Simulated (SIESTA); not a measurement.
The system is Hf.

```
CELL_PARAMETERS angstrom
3.13955 0.00000 0.00000
1.56978 2.71893 0.00000
1.56978 0.90631 2.56344
ATOMIC_POSITIONS crystal
Hf 0.00000 0.00000 0.00000
```

This isn't the form of Hf at room conditions, which is hcp.

Base run:

```yaml
Program: SIESTA 5.4.2
Functional: LDA
Potentials_or_basis: PseudoDojo 0.4 standard (LDA files)
Basis: DZP (energy shift 0.003 Ry; two zetas on semicore shells)
Grid_cutoff: 800 Ry
Energy_shift: 0.003 Ry
k_mesh: 10 × 10 × 10
Occupations: fermi-dirac, width 0.05 eV
Spin: no spin polarisation
```

Its results: band gap on the k mesh none (metal or under the smearing width); pressure -5.8 GPa.

The run is repeated on the same cell with these changes: functional from LDA to PBEsol; potentials or basis from PseudoDojo 0.4 standard (LDA files) to PseudoDojo 0.4 standard (PBEsol files). What comes out?

Band gap on the k mesh none (metal or under the smearing width); pressure -0.7 GPa.

Caveats: short orbitals over semicore shells can move pressures by several GPa; the basis of atomic orbitals isn't converged, which shifts pressures, moduli and gaps.
